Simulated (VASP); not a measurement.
**MnF2: relaxation of cell and atoms with PBEsol**

The system is MnF2.

```
Mn F
1.0
     4.87380    0.00000    0.00000
     0.00000    4.87380    0.00000
     0.00000    0.00000    3.31070
Mn F
2 4
Direct
  0.50000 0.50000 0.50000
  0.00000 0.00000 0.00000
  0.80530 0.19470 0.50000
  0.69470 0.69470 0.00000
  0.19470 0.80530 0.50000
  0.30530 0.30530 0.00000
```

```yaml
Program: VASP 6.6.1
Task: relaxation of cell and atoms
Functional: PBEsol
Potentials_or_basis: VASP PAW PBE potentials, release 64 (Mn_pv, F)
Cutoff: 600 eV
k_mesh: 5 × 5 × 6
Occupations: fermi-dirac, width 0.05 eV
Spin: collinear spin, ferromagnetic start
Starting_moments: "[4.0, 4.0, 0.0, 0.0, 0.0, 0.0] μB"
Further_INCAR_settings: ALGO = Normal; EDIFF = 1e-06; IBRION = 2; EDIFFG = -0.005; NSW = 60; ISIF = 3
```

```
Relaxed volume                                        : 13.01 Å³/atom
Relaxed cell                                          : a = 4.865 Å, b = 4.865 Å, c = 3.299 Å, α = 90.00°, β = 90.00°, γ = 90.00°
Space group after relaxing (to 0.05 Å)                : P4_2/mnm (No. 136)
Energy gained by relaxing                             : 0.2 meV/atom
Ionic steps                                           : 7
Pressure after relaxing                               : 0.0 GPa
Band gap on the k mesh                                : 0.92 eV, direct
Net moment                                            : 10.00 μB per cell
Site moments                                          : Mn +4.58; F +0.09 μB
Valence electrons inside the program's atomic spheres : Mn 11.27; F 6.08
```

The path:
| step | energy change (eV) | largest force (eV/Å) | pressure (GPa) | volume (Å³) |
| --- | --- | --- | --- | --- |
| 1 | 0.0000 | 0.0018 | -0.72 | 78.64 |
| 2 | -0.0013 | 0.0105 | 0.10 | 77.98 |
| 3 | -0.0013 | 0.0089 | 0.02 | 78.06 |
| 4 | -0.0013 | 0.0086 | 0.01 | 78.08 |
| 5 | -0.0013 | 0.0084 | -0.01 | 78.09 |
| 6 | -0.0013 | 0.0062 | -0.01 | 78.09 |
| 7 | -0.0014 | 0.0011 | -0.01 | 78.09 |

Final structure:
```xyz
6
Lattice="4.8648 0.0000 0.0000 0.0000 4.8648 0.0000 0.0000 0.0000 3.2995" Properties=species:S:1:pos:R:3 pbc="T T T"
Mn    2.4324    2.4324    1.6497
Mn    0.0000    0.0000    0.0000
F     3.9166    0.9482    1.6497
F     3.3806    3.3806    0.0000
F     0.9482    3.9166    1.6497
F     1.4842    1.4842    0.0000
```

Levels at points of the mesh, in eV from the valence-band top:
Spin up:
```tsv
k point	band 30	band 31	band 32	band 33	band 34	band 35
(0.00, 0.00, 0.00)	-0.57	-0.57	0.00	0.92	6.24	6.24
(0.00, 0.00, 0.50)	-1.26	-1.03	-1.03	5.57	5.57	9.37
```
Spin down:
| k point | band 20 | band 21 | band 22 | band 23 | band 24 | band 25 |
| --- | --- | --- | --- | --- | --- | --- |
| (0.00, 0.00, 0.00) | -4.74 | -4.74 | -4.44 | 1.60 | 1.65 | 2.07 |
| (0.00, 0.00, 0.50) | -5.38 | -5.16 | -5.16 | 2.08 | 2.08 | 2.15 |

Wall time 3.4 min on 1 thread of Intel(R) Xeon(R) 6975P-C (Granite Rapids), with other jobs on the host, peak memory 0.32 GiB.

Caveat: the PAW data sets were made with another functional, which shifts forces and pressure a little; an odd mesh through Γ misses points on the zone boundary, where band edges often lie; only a ferromagnetic start was run, and an antiferromagnetic order may lie lower in energy.
